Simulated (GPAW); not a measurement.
# ZnS (Wurtzite-2H): band structure with revPBE

**What was measured.**

A printed reference work, monograph reports, for a bulk crystal of ZnS at 4 K: band gap 3.911 eV (direct).

Crystal: ZnS (Wurtzite-2H).

```
Zn S
1.0
     3.81100    0.00000    0.00000
    -1.90550    3.30042    0.00000
     0.00000    0.00000    6.23400
Zn S
2 2
Direct
  0.66667 0.33333 0.50000
  0.33333 0.66667 0.00000
  0.66667 0.33333 0.88500
  0.33333 0.66667 0.38500
```

```
Program             : GPAW 26.7.0
Task                : band structure
Functional          : revPBE
Potentials or basis : the program's PAW data sets (release 1.2.1) made for this functional
Cutoff              : 600 eV
Basis               : pw
k mesh              : 6 × 6 × 3
Occupations         : fermi-dirac, width 0.05 eV
Spin                : no spin polarisation
Maxiter             : 150
Band path           : GMKGALHA,LM,KH
Band points         : 100
```

```
Pressure                : 4.5 GPa
Largest force           : 0.338 eV/Å
Band gap on the k mesh  : 2.37 eV, direct
Band gap along the path : 2.37 eV, direct
```

Forces on the atoms (eV/Å):
```
Zn   0.000  0.000  0.338
Zn   0.000  0.000  0.338
S    0.000  0.000 -0.338
S    0.000  0.000 -0.338
```

Stress tensor (GPa, compression positive):
```
5.25 0.00 0.00
0.00 5.25 0.00
0.00 0.00 2.92
```

Levels at the corners of the path, in eV from the valence-band top:
```
point  band 16  band 17  band 18  band 19  band 20  band 21
    Γ    -0.01    -0.01     0.00     2.37     3.08     6.33
    M    -2.24    -1.54    -0.98     3.71     4.34     5.26
    K    -2.19    -2.19    -2.19     4.58     5.96     5.96
    Γ    -0.01    -0.01     0.00     2.37     3.08     6.33
    A    -0.45    -0.45    -0.45     3.60     3.60     6.75
    L    -1.65    -1.52    -1.52     3.72     3.72     5.20
    H    -3.08    -1.25    -1.25     4.60     4.60     6.58
    A    -0.45    -0.45    -0.45     3.60     3.60     6.75
    L    -1.65    -1.52    -1.52     3.72     3.72     5.20
    M    -2.24    -1.54    -0.98     3.71     4.34     5.26
    K    -2.19    -2.19    -2.19     4.58     5.96     5.96
    H    -3.08    -1.25    -1.25     4.60     4.60     6.58
```

Run time: 2.5 min on 1 thread of Arm Neoverse V2, with other jobs on the host, peak memory 0.48 GiB.

Against the measured gap of ZnS, 3.911 eV (direct; 4 K; a printed reference work, monograph), the calculated 2.37 eV is off by -1.54 eV. The value is that of revPBE, without temperature or zero-point motion. Semilocal functionals fall short of measured gaps as a rule.
